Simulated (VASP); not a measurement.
# P (Fmm2) in VASP: notebook, part 2 of 2

VASP 6.6.1. Earlier steps stand in the parts before.

## (3) Relaxation of cell and atoms, PBE (random cell with space group Fmm2 (No. 42))

Input file INCAR:

```
PREC = Accurate
ENCUT = 600
EDIFF = 1E-7
ISMEAR = 0
SIGMA = 0.1
LREAL = False
LASPH = True
NELM = 100
ALGO = Normal
ISIF = 3
LWAVE = False
LCHARG = False
GGA = PE
IBRION = 2
NSW = 90
EDIFFG = -0.04
```

Input file KPOINTS:

```
Automatic mesh
0
Gamma
  4 4 4
```

Input file POSCAR:

```
P
1.0
    0.0000000000      4.8070665269      2.7838085465
    3.2301367875      0.0000000000      2.7838085465
    3.2301367875      4.8070665269      0.0000000000
P
3
Direct
    0.3079300000      0.6920700000      0.6920700000
    0.6920700000      0.3079300000      0.3079300000
    0.8333300000      0.8333300000      0.1666700000
```

Potentials or basis: VASP PAW PBE potentials, release 64 (P).

Run with:

```bash
$ cat potpaw_PBE.64/P/POTCAR > POTCAR
$ mpirun -np 1 vasp_std > vasp.out
```

OUTCAR:

```text
PREC = Accurate
   ENCUT = 600
   EDIFF = 1E-7
   ISMEAR = 0
   LREAL = False
   LASPH = True
   NELM = 100
   ISIF = 3
   GGA = PE
   IBRION = 2
   NSW = 90
   EDIFFG = -0.04

 ion  position               nearest neighbor table
   1  0.308  0.692  0.692-   3 2.20   3 2.23   2 2.48   2 2.88   2 2.88
   2  0.692  0.308  0.308-   3 2.20   3 2.23   1 2.48   1 2.88   1 2.88
   3  0.833  0.833  0.167-   1 2.20   2 2.20   2 2.23   1 2.23

  LATTYP: Found a face centered orthorhombic cell.
 ALAT       =     5.5676170930
 B/A-ratio  =     1.1603300779
 C/A-ratio  =     1.7267949453

  Lattice vectors:

 A1 = (   3.2301367875,   4.8070665269,   0.0000000000)
 A2 = (   0.0000000000,   4.8070665269,   2.7838085465)
 A3 = (   3.2301367875,   0.0000000000,   2.7838085465)

Analysis of symmetry for initial positions (statically):
=====================================================================
 Subroutine PRICEL returns:
 Original cell was already a primitive cell.

 Routine SETGRP: Setting up the symmetry group for a
 face centered orthorhombic supercell.

 Subroutine GETGRP returns: Found  4 space group operations
 (whereof  4 operations were pure point group operations)
 out of a pool of  8 trial point group operations.

[... 159 lines left out ...]

  energy without entropy =      -13.72900444  energy(sigma->0) =      -13.73549611

------------------------ aborting loop because EDIFF is reached ----------------------------------------

  FORCE on cell =-STRESS in cart. coord.  units (eV):
  Direction    XX          YY          ZZ          XY          YZ          ZX
  --------------------------------------------------------------------------------------
  -------------------------------------------------------------------------------------
  Total        0.3523292     -0.2226248      1.3806193      0.0000000      0.0000000      0.0000000
  in kB        6.5296335     -4.1258518     25.5866899      0.0000000      0.0000000      0.0000000
  external PRESSURE =       9.3301572 kB  Pullay stress =       0.0000000 kB
[... 602 lines left out ...]
 k-point    18 :       0.0000    0.5000    0.5000
  band No.  band energies     occupation
      1      -7.0236      2.00000
      2      -5.6872      2.00000
      3      -3.7490      2.00000
      4       0.9989      2.00000
      5       2.9562      2.00000
      6       4.5677      2.00000
      7       7.2424      0.00000
      8       7.4942      0.00000
      9       7.7520      0.00000
     10       7.8684      0.00000
     11      10.1528      0.00000

[... ionic steps 4 to 53 ...]

--------------------------------------- Ionic step       54  -------------------------------------------

 number of electron      15.0000000 magnetization

------------------------ aborting loop because EDIFF is reached ----------------------------------------
[... 69 lines left out ...]
--------------------------------------- Ionic step       56  -------------------------------------------

 number of electron      15.0000000 magnetization

 Free energy of the ion-electron system (eV)
  ---------------------------------------------------
  ext. energy  EPLUGINS =         0.00000000
  ---------------------------------------------------
  free energy    TOTEN  =       -14.14479367 eV

  energy without entropy =      -14.14066665  energy(sigma->0) =      -14.14273016

 E-fermi :   7.1339     XC(G=0): -10.3808

 val. band max:        7.1279930846   @ k =  -0.2500   0.0000   0.2500
 cond. band min:       7.3195014052   @ k =   0.5000   0.0000   0.5000
 fundamental gap:      0.1915083206
 Fermi energy:         7.1339358221
[... 280 lines left out ...]
  FREE ENERGIE OF THE ION-ELECTRON SYSTEM (eV)
  ---------------------------------------------------
  free  energy   TOTEN  =       -14.1447936749 eV

  energy  without entropy=      -14.1406666459  energy(sigma->0) =      -14.14273016

 reached required accuracy - stopping structural energy minimisation
```

CONTCAR:

```text
P
   1.00000000000000
     0.0000000000000000    2.8970660086921147    2.6888393537060709
     3.3699451725353295    0.0000000000000000    2.6888393537060709
     3.3699451725353295    2.8970660086921147    0.0000000000000000
  P
     3
Direct
     0.3126358398107419    0.6720911197650427    0.6873641601892581
     0.6720911197650427    0.3126358398107419    0.3279088802349574
     0.8486030404242122    0.8486030404242122    0.1513969595757880

  0.00000000E+00  0.00000000E+00  0.00000000E+00
  0.00000000E+00  0.00000000E+00  0.00000000E+00
  0.00000000E+00  0.00000000E+00  0.00000000E+00
```

Wall time 13 min (1 thread of AMD EPYC 7R13 (Zen 3), shared host); peak memory 0.25 GiB.

Results:

```
Free energy                            : -14.1448 eV
Relaxed volume                         : 17.50 Å³/atom
Relaxed cell                           : a = 3.953 Å, b = 4.311 Å, c = 4.444 Å, α = 53.65°, β = 61.46°, γ = 64.89°
Space group after relaxing (to 0.05 Å) : Fmm2 (No. 42)
Energy gained by relaxing              : 134.3 meV/atom
Ionic steps                            : 56
Pressure after relaxing                : 0.1 GPa
Largest force after relaxing           : 0.038 eV/Å
Band gap on the k mesh                 : none (metal or under the smearing width)
```

Forces in eV/Å, atoms in the order of the input:
```
P    0.034  0.000  0.017
P   -0.034  0.000  0.017
P    0.000  0.000 -0.033
```

The path:
```
step  energy change (eV)  largest force (eV/Å)  pressure (GPa)  volume (Å³)
   1              0.0000                0.9949            0.93        86.45
   3             -0.0441                0.3678           -0.95        88.25
   5             -0.0756                0.5755            0.71        85.08
   7             -0.0900                0.4529            0.99        84.21
   9             -0.1035                0.2094           -0.29        85.46
  11             -0.1093                0.0730            0.08        85.17
  13             -0.1099                0.1264            0.24        85.05
  15             -0.1150                0.0554           -0.21        85.59
  17             -0.1155                0.0327           -0.11        85.34
  19             -0.1165                0.0314           -0.14        84.75
  21             -0.1169                0.0409           -0.27        84.43
  23             -0.1190                0.0912           -0.27        82.64
  25             -0.1218                0.1653           -0.16        79.74
  27             -0.1272                0.1654            0.69        75.23
  29             -0.1280                0.1662            0.99        73.67
  31             -0.1314                0.1511            1.13        71.74
  33             -0.1775                0.2734            1.65        64.06
  35             -0.1939                0.4634            2.50        60.04
  37             -0.1958                0.5099            2.75        59.05
  39             -0.2062                0.4701            2.37        59.19
  41             -0.2376                0.3197            0.74        59.79
  43             -0.2422                0.1318           -4.16        62.12
  45             -0.2717                0.0925           -1.89        60.69
  47             -0.2920                1.1630            0.11        57.43
  49             -0.3069                0.7186           -0.82        58.20
  51             -0.3597                0.7485           -0.51        54.48
  53             -0.4014                0.0541           -0.65        52.90
  55             -0.4028                0.0411           -0.04        52.56
  56             -0.4028                0.0381            0.08        52.50
```

Final structure:
```
P
1.0
     0.00000    2.89707    2.68884
     3.36995    0.00000    2.68884
     3.36995    2.89707    0.00000
P
3
Direct
  0.31264 0.67209 0.68736
  0.67209 0.31264 0.32791
  0.84860 0.84860 0.15140
```

Levels at points of the mesh, in eV from the Fermi level:
```
           k point  band 6  band 7  band 8  band 9  band 10  band 11
(0.00, 0.00, 0.00)   -1.62   -1.32   -1.08   -1.00    -0.12     4.02
(0.50, 0.00, 0.00)   -2.77   -1.62   -0.69    1.91     2.69     2.80
(0.50, 0.50, 0.00)   -3.88   -0.09    0.26    1.83     2.85     3.20
(0.50, 0.00, 0.50)   -5.53   -0.68    0.19    3.07     3.27     5.15
(0.00, 0.50, 0.50)   -1.24    1.11    1.58    2.13     2.40     4.02
```

Caveat: the k mesh is coarse (spacing up to 0.41 Å⁻¹), so the values aren't converged; the volume moved by over 15 % at a fixed basis, so the end points are rough.
